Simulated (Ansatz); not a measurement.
Here is an Ansatz 0.2.0 calculation.

Contents of input.yaml:

```yaml
crystal:
  lattice:
    - [2.53211, 0.0, 0.0]
    - [0.0, 2.53211, 0.0]
    - [0.0, 0.0, 2.53211]
  atoms:
    - { symbol: Si, position: [0.5, 0.5, 0.5] }
hamiltonian:
  xc: pbe0
  pseudopotentials: { kind: paw }
kpoints:
  mp_grid: { grid: [6, 6, 6] }
scf:
  occupations: { method: fermi_dirac, width: 0.05 }
output:
  forces: true
  stress: true
  eigenvalues: true
  write_density: true
  write_potential: true
  elf: true
  volumetric_format: npy
```

Potentials or basis: Ansatz PAW.

The run is started by

```sh
$ ansatz run input.yaml --threads 2 --pin off --max-ram 5632MiB --backend cpu --events-out ev --progress --plain --runs-dir out
```

**Question.** Predict the band gap on the k mesh.

**Answer.** None (metal or under the smearing width).

**Question.** What does it give for the pressure?

**Answer.** -3.1 GPa.

Caveat: the k mesh is coarse (spacing up to 0.41 Å⁻¹), so the values aren't converged, least of all with exact exchange; the PAW data sets come from PBE, with cores solved anew for the run's functional, which leaves a small shift of forces and pressure; the thresholds are loose for stress.
